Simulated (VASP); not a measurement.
# CdS (F-43m) in VASP: a series of runs, part 2 of 3

VASP 6.6.1. Earlier steps stand in the parts before.

### 4 Single point, r2SCAN (strain -0.080 along x and y, +0.080 along z, atoms carried along)

POSCAR

```
CdS
1.0
    0.0000000000      2.6772000000      3.1428000000
    2.6772000000      0.0000000000      3.1428000000
    2.6772000000      2.6772000000      0.0000000000
Cd S
1 1
Direct
    0.0000000000      0.0000000000      0.0000000000
    0.7500000000      0.7500000000      0.7500000000
```

INCAR.step1

```
PREC = Accurate ; ENCUT = 520
ISMEAR = 0 ; SIGMA = 0.05
LREAL = F ; LASPH = T
NELM = 100 ; NBANDS = 16
GGA = PE ; ALGO = Normal
EDIFF = 1E-4 ; LWAVE = T
LCHARG = F
```

INCAR.step2

```
PREC = Accurate ; ENCUT = 520
EDIFF = 1E-7 ; ISMEAR = 0
SIGMA = 0.05 ; LREAL = F
LASPH = T ; NELM = 100
ALGO = Normal ; ISIF = 2
LWAVE = F ; LCHARG = F
METAGGA = R2SCAN ; LMIXTAU = T
NBANDS = 16 ; ISTART = 1
```

KPOINTS

```
regular mesh
0
Gamma
  8 8 8
```

Potentials or basis: VASP PAW PBE potentials, release 64 (Cd, S).

Command:

```
$ cat potpaw_PBE.64/Cd/POTCAR potpaw_PBE.64/S/POTCAR > POTCAR
$ cp INCAR.step1 INCAR
$ mpirun -np 1 vasp_std > vasp.out
$ cp INCAR.step2 INCAR
$ mpirun -np 1 vasp_std > vasp.out
```

OUTCAR:

```text
PREC = Accurate
   ENCUT = 520
   EDIFF = 1E-7
   ISMEAR = 0
   LREAL = F
   LASPH = T
   NELM = 100
   ISIF = 2
   METAGGA = R2SCAN
   ISTART = 1

 ion  position               nearest neighbor table
   1  0.000  0.000  0.000-   2 2.46   2 2.46   2 2.46   2 2.46
   2  0.750  0.750  0.750-   1 2.46   1 2.46   1 2.46   1 2.46

  LATTYP: Found a body centered tetragonal cell.
 ALAT       =     3.7861325492
 C/A-ratio  =     1.6601637471

  Lattice vectors:

 A1 = (  -2.6772000000,   0.0000000000,   3.1428000000)
 A2 = (   2.6772000000,   0.0000000000,   3.1428000000)
 A3 = (   0.0000000000,   2.6772000000,  -3.1428000000)

Analysis of symmetry for initial positions (statically):
=====================================================================
 Subroutine PRICEL returns:
 Original cell was already a primitive cell.

 Routine SETGRP: Setting up the symmetry group for a
 body centered tetragonal supercell.

 Subroutine GETGRP returns: Found  8 space group operations
 (whereof  8 operations were pure point group operations)
 out of a pool of 16 trial point group operations.

The static configuration has the point symmetry D_2d.

Analysis of symmetry for dynamics (positions and initial velocities):
=====================================================================
 Subroutine PRICEL returns:
 Original cell was already a primitive cell.

 Routine SETGRP: Setting up the symmetry group for a
 body centered tetragonal supercell.

 Subroutine GETGRP returns: Found  8 space group operations
 (whereof  8 operations were pure point group operations)
 out of a pool of 16 trial point group operations.

The dynamic configuration has the point symmetry D_2d.

 Subroutine INISYM returns: Found  8 space group operations
 (whereof  8 operations are pure point group operations),
 and found     1 'primitive' translations

----------------------------------------------------------------------------------------

                                     Primitive cell

  volume of cell :      45.0514

  direct lattice vectors                    reciprocal lattice vectors
     0.000000000  2.677200000  3.142800000    -0.186762289  0.186762289  0.159093802
     2.677200000  0.000000000  3.142800000     0.186762289 -0.186762289  0.159093802
     2.677200000  2.677200000  0.000000000     0.186762289  0.186762289 -0.159093802

  length of vectors
     4.128509620  4.128509620  3.786132549     0.308336088  0.308336088  0.308336088

  position of ions in fractional coordinates (direct lattice)
     0.000000000  0.000000000  0.000000000
     0.750000000  0.750000000  0.750000000

  ion indices of the primitive-cell ions
   primitive index   ion index
                 1           1
                 2           2

----------------------------------------------------------------------------------------

 KPOINTS: regular mesh

Automatic generation of k-mesh.
 Grid dimensions read from file:
 generate k-points for:    8    8    8

 Generating k-lattice:

  Cartesian coordinates                     Fractional coordinates (reciprocal lattice)
    -0.023345286  0.023345286  0.019886725     0.125000000  0.000000000  0.000000000
     0.023345286 -0.023345286  0.019886725     0.000000000  0.125000000  0.000000000
     0.023345286  0.023345286 -0.019886725     0.000000000  0.000000000  0.125000000

  Length of vectors
     0.038542011  0.038542011  0.038542011

  Shift w.r.t. Gamma in fractional coordinates (k-lattice)
     0.000000000  0.000000000  0.000000000

 Subroutine IBZKPT returns following result:
 ===========================================

 Found     59 irreducible k-points:

 Following reciprocal coordinates:
            Coordinates               Weight
  0.000000  0.000000  0.000000      1.000000
  0.125000 -0.000000  0.000000      8.000000
  0.250000 -0.000000  0.000000      8.000000
  0.375000 -0.000000  0.000000      8.000000
  0.500000 -0.000000  0.000000      4.000000
  0.125000  0.125000  0.000000      2.000000
[... 16 lines left out ...]
  0.250000  0.000000  0.125000     16.000000
  0.375000 -0.000000  0.125000     16.000000
 [... further k-points ...]
   k-points           NKPTS =     59   k-points in BZ     NKDIM =     59   number of bands    NBANDS=     16
   number of dos      NEDOS =    301   number of ions     NIONS =      2
   total plane-waves  NPLWV =  28672
   dimension x,y,z NGX =    32 NGY =   32 NGZ =   28
   dimension x,y,z NGXF=    64 NGYF=   64 NGZF=   56
   ions per type =               1   1
   NGX,Y,Z   is equivalent  to a cutoff of  12.89, 12.89, 12.29 a.u.
   NGXF,Y,Z  is equivalent  to a cutoff of  25.77, 25.77, 24.59 a.u.
 SYSTEM =  unknown system
   PREC   = accura    normal or accurate (medium, high low for compatibility)
   ISTART =      1    job   : 0-new  1-cont  2-samecut
   ICHARG =      0    charge: 1-file 2-atom 10-const
   ISPIN  =      1    spin polarized calculation?
   LNONCOLLINEAR =      F non collinear calculations
   LSORBIT =      F    spin-orbit coupling
   LASPH  =      T    aspherical Exc in radial PAW
   ENCUT  =  520.0 eV  38.22 Ry    6.18 a.u.   7.68  7.68  7.04*2*pi/ulx,y,z
   NELM   =    100;   NELMIN=  2; NELMDL=  0     # of ELM steps
   EDIFF  = 0.1E-06   stopping-criterion for ELM
   LREAL  =      F    real-space projection
   EDIFFG = 0.1E-05   stopping-criterion for IOM
   NSW    =      0    number of steps for IOM
   IBRION =     -1    ionic relax: 0-MD 1-quasi-New 2-CG
   NFREE  =      0    steps in history (QN), initial steepest desc. (CG)
   ISIF   =      2    stress and relaxation
   ISYM   =      2    0-nonsym 1-usesym 2-fastsym
   POTIM  = 0.5000    time-step for ionic-motion
   TEBEG  =    0.0;   TEEND  =   0.0 temperature during run
   PSTRESS=    0.0 pullay stress
   NELECT =      18.0000    total number of electrons
   NUPDOWN=      -1.0000    fix difference up-down
   EMIN   =  10.00;   EMAX   =-10.00  energy-range for DOS
   EFERMI =   0.00;   METHOD = LEGACY
   ISMEAR =     0;   SIGMA  =   0.05  broadening in eV -4-tet -1-fermi 0-gaus
   EFERMI_NEDOS =   21; number of points for ismear=-14 and -15
   IALGO  =     38    algorithm
   IMIX   =      4    mixing-type and parameters
     AMIX     =   0.40;   BMIX     =  1.00
     AMIX_MAG =   1.60;   BMIX_MAG =  1.00
  volume/ion in A,a.u.               =      22.53       152.01
  Fermi-wavevector in a.u.,A,eV,Ry     =   1.205766  2.278567 19.781110  1.453871
  Thomas-Fermi vector in A             =   2.341452
   LORBIT       =      0    0 simple, 1 ext, 2 COOP (PROOUT), +10 PAW based schemes
   METAGGA = R2SCAN    functional components
   LHFCALC =     F    Hartree Fock is set to
   AEXX    =    0.0000 exact exchange contribution
   IVDW    =     0    specifies the selected vdW correction
   LEPSILON=     F    determine dielectric tensor
   LRPA    =     F    only Hartree local field effects (RPA)
 non-spin polarized calculation
 Gauss-broadening in eV      SIGMA  =   0.05
  energy-cutoff  :      520.00
  volume of cell :       45.05
 maximum number of plane-waves:      1225
   NGX = 15   NGY = 15   NGZ = 15

 number of electron      18.0000002 magnetization

 Free energy of the ion-electron system (eV)
  ---------------------------------------------------
  ext. energy  EPLUGINS =         0.00000000
  ---------------------------------------------------
  free energy    TOTEN  =       -29.48586980 eV

  energy without entropy =      -29.48586980  energy(sigma->0) =      -29.48586980

 E-fermi :   2.3365     XC(G=0): -10.2398

 val. band max:        2.1204745959   @ k =   0.0000   0.0000   0.0000
 cond. band min:       3.6642733305   @ k =   0.0000   0.0000   0.0000
 fundamental gap:      1.5437987346
 Fermi energy:         2.3365026284

 k-point     1 :       0.0000    0.0000    0.0000
  band No.  band energies     occupation
      1     -11.5511      2.00000
      2      -6.5091      2.00000
      3      -6.3640      2.00000
      4      -6.3640      2.00000
      5      -5.8382      2.00000
      6      -5.7519      2.00000
[... 8 lines left out ...]
     15      14.2754      0.00000
     16      14.6724      0.00000
[... 419 lines left out ...]
 k-point    24 :       0.3750   -0.0000    0.1250
  band No.  band energies     occupation
      1     -11.0753      2.00000
      2      -6.3369      2.00000
      3      -6.1947      2.00000
      4      -5.9884      2.00000
      5      -5.7823      2.00000
      6      -5.5940      2.00000
[... 8 lines left out ...]
     15      14.1252      0.00000
     16      15.7558      0.00000

 [... further k-points ...]

------------------------ aborting loop because EDIFF is reached ----------------------------------------

  FORCE on cell =-STRESS in cart. coord.  units (eV):
  Direction    XX          YY          ZZ          XY          YZ          ZX
  --------------------------------------------------------------------------------------
  -------------------------------------------------------------------------------------
  Total        2.7695317      2.7695317      1.9420744      0.0000000     -0.0000000     -0.0000000
  in kB       98.4937225     98.4937225     69.0665985      0.0000000     -0.0000000     -0.0000000
  external PRESSURE =      88.6846812 kB  Pullay stress =       0.0000000 kB

 VOLUME and BASIS-vectors are now :
 -----------------------------------------------------------------------------
  energy-cutoff  :      520.00
  volume of cell :       45.05
      direct lattice vectors                 reciprocal lattice vectors
     0.000000000  2.677200000  3.142800000    -0.186762289  0.186762289  0.159093802
     2.677200000  0.000000000  3.142800000     0.186762289 -0.186762289  0.159093802
     2.677200000  2.677200000  0.000000000     0.186762289  0.186762289 -0.159093802

 POSITION                                       TOTAL-FORCE (eV/Angst)
 -----------------------------------------------------------------------------------
      0.00000      0.00000      0.00000        -0.000000     -0.000000     -0.000000
      4.01580      4.01580      4.71420         0.000000      0.000000      0.000000
 -----------------------------------------------------------------------------------
    total drift:                                0.000018      0.000018      0.000013

  FREE ENERGIE OF THE ION-ELECTRON SYSTEM (eV)
  ---------------------------------------------------
  free  energy   TOTEN  =       -29.4858697999 eV

  energy  without entropy=      -29.4858697999  energy(sigma->0) =      -29.48586980
```

OUTCAR.step1:

```text
PREC = Accurate
   ENCUT = 520
   ISMEAR = 0
   LREAL = F
   LASPH = T
[... 678 lines left out ...]
 -----------------------------------------------------------------------------------
      0.00000      0.00000      0.00000        -0.000000     -0.000000     -0.000000
      4.01580      4.01580      4.71420         0.000000      0.000000      0.000000
 -----------------------------------------------------------------------------------
    total drift:                                0.000002      0.000002     -0.000003

  FREE ENERGIE OF THE ION-ELECTRON SYSTEM (eV)
  ---------------------------------------------------
  free  energy   TOTEN  =        -5.8915460072 eV

  energy  without entropy=       -5.8915460072  energy(sigma->0) =       -5.89154601
```

OSZICAR.step1:

```text
N       E                     dE             d eps       ncg     rms          rms(c)
DAV:   1     0.110327362370E+03    0.11033E+03   -0.93300E+03  1936   0.105E+03
DAV:   2    -0.236700115732E+01   -0.11269E+03   -0.10628E+03  2320   0.257E+02
DAV:   3    -0.642999405013E+01   -0.40630E+01   -0.40560E+01  2312   0.512E+01
DAV:   4    -0.645350749487E+01   -0.23513E-01   -0.23512E-01  2448   0.382E+00
DAV:   5    -0.645380250443E+01   -0.29501E-03   -0.29501E-03  2352   0.406E-01    0.981E+00
DAV:   6    -0.591700751773E+01    0.53679E+00   -0.81596E-01  2784   0.125E+01    0.760E+00
DAV:   7    -0.589169440839E+01    0.25313E-01   -0.23223E-01  2432   0.337E+00    0.351E+00
DAV:   8    -0.589164446828E+01    0.49940E-04   -0.23621E-02  2304   0.202E+00    0.399E-01
DAV:   9    -0.589146608769E+01    0.17838E-03   -0.25854E-03  2264   0.814E-01    0.744E-02
DAV:  10    -0.589154600720E+01   -0.79920E-04   -0.25512E-04  2448   0.186E-01
   1 F= -.58915460E+01 E0= -.58915460E+01  d E =-.104437E-13
```

Run time: 100 s. Hardware: 1 thread of Intel Xeon Platinum 8488C (Sapphire Rapids), shared host; peak memory 0.19 GiB.

Results:

| Item | Value |
| --- | --- |
| Free energy | -29.4859 eV |
| Pressure | 8.9 GPa |
| Band gap on the k mesh | 1.54 eV, direct |

Stress tensor (GPa, compression positive):
```
9.85 0.00 0.00
0.00 9.85 0.00
0.00 0.00 6.91
```

Caveat: the PAW data sets were made with another functional, which shifts forces and pressure a little.

(Part 2 of 3 ends here.)
